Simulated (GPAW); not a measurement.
TaN in GPAW: convergence with convergence criteria

TaN:

```
CELL_PARAMETERS angstrom
0.00000 2.21132 2.21132
2.21132 0.00000 2.21132
2.21132 2.21132 0.00000
ATOMIC_POSITIONS crystal
Ta 0.50000 0.50000 0.50000
N 0.00000 0.00000 0.00000
```

The cell comes from a database or a generator and needn't be the stable form of this composition.

| Property | Result |
| --- | --- |
| Program | GPAW 26.7.0 |
| Task | convergence study |
| Functional | PBE |
| Potentials or basis | GPAW PAW data sets (gpaw-data 1.2.1) |
| Cutoff | 800 eV |
| Basis | pw |
| k mesh | 10 × 10 × 10 |
| Occupations | fermi-dirac, width 0.05 eV |
| Spin | no spin polarisation |

These are the settings of the first run; the series varies convergence criteria, with any setting tied to it.

Hardware: 1 thread of Arm Neoverse V2, on a shared host.

| convergence criteria | energy less the tightest run, at zero smearing (meV/atom) | pressure (GPa) | SCF cycles | CPU time (s) | peak memory (GiB) |
| --- | --- | --- | --- | --- | --- |
| density=0.001 energy=0.01 eigenstates=0.0001 | 0.00 | -1.64 | 7 | 14 | 0.16 |
| default | 0.00 | -1.55 | 8 | 17 | 0.16 |
| density=1e-05 energy=1e-05 | 0.00 | -1.56 | 9 | 18 | 0.16 |
| density=1e-05 forces=0.0001 | 0.00 | -1.56 | 10 | 19 | 0.16 |
| density=1e-06 energy=1e-06 eigenstates=1e-10 | 0.00 | -1.56 | 11 | 21 | 0.16 |

Against the tightest run, the energy stays within 1 meV/atom from density=0.001 energy=0.01 eigenstates=0.0001 on; the pressure stays within 0.1 GPa from density=0.001 energy=0.01 eigenstates=0.0001 on. The tightest run that finished is the yardstick and may itself not be fully converged.

Spin-orbit coupling is left out, which matters for the levels of Ta.
